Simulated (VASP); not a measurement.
Write the native input for VASP 6.6.1 that does the following.

```yaml
Task: band structure
Functional: r2SCAN
Potentials_or_basis: VASP PAW PBE potentials, release 64 (C)
Cutoff: 520 eV
k_mesh: 12 × 12 × 4
Occupations: gaussian, width 0.03 eV
Spin: no spin polarisation
Further_INCAR_settings: ALGO = Normal; EDIFF = 1e-06
```

The structure of C lies in POSCAR:

```
C                                       
1.0
    2.4653911126     -0.0000000000      0.0000000000
   -1.2326955564      2.1350913339     -0.0000000000
    0.0000000000      0.0000000000      6.6815898888
  C             
     4
Direct
     0.0000000000000000    0.0000000000000000    0.2500000000000000
     0.0000000000000000    1.0000000000000000    0.7500000000000000
     0.3333333300000021    0.6666666699999979    0.2500000000000000
     0.6666666699999979    0.3333333300000021    0.7500000000000000
```

The input as run:

INCAR

```
SYSTEM = C
PREC = Accurate
ENCUT = 520
EDIFF = 1E-6
ISMEAR = 0
SIGMA = 0.03
LREAL = .False.
LASPH = .True.
NELM = 80
ALGO = Normal
ISIF = 2
LWAVE = .False.
LCHARG = .False.
METAGGA = R2SCAN
LMIXTAU = .True.
KPAR = 2
```

KPOINTS

```
regular mesh
0
Gamma
  12 12 4
  0 0 0
```

KPOINTS_OPT

```
explicit points
213
Reciprocal
 0.0000000000  0.0000000000  0.0000000000 1
 0.0357142857  0.0000000000  0.0000000000 1
 0.0714285714  0.0000000000  0.0000000000 1
 0.1071428571  0.0000000000  0.0000000000 1
 0.1428571429  0.0000000000  0.0000000000 1
 0.1785714286  0.0000000000  0.0000000000 1
[... 205 lines left out ...]
 0.5000000000  0.0000000000  0.0434664200 1
 0.5000000000  0.0000000000 -0.0434664200 1
```

Potentials or basis: VASP PAW PBE potentials, release 64 (C).

The run is started by

```bash
$ cat potpaw_PBE.64/C/POTCAR > POTCAR
$ mpirun -np 2 vasp_std > vasp.out
```

Results of the run:

The pressure is -2.1 GPa. The band gap along the path is none (metal or under the smearing width).

Caveat: the PAW data sets were made with another functional, which shifts forces and pressure a little.

Wall time 86 s on 2 MPI ranks on Intel(R) Xeon(R) 6975P-C (Granite Rapids) (shared host), peak memory 0.16 GiB a rank.
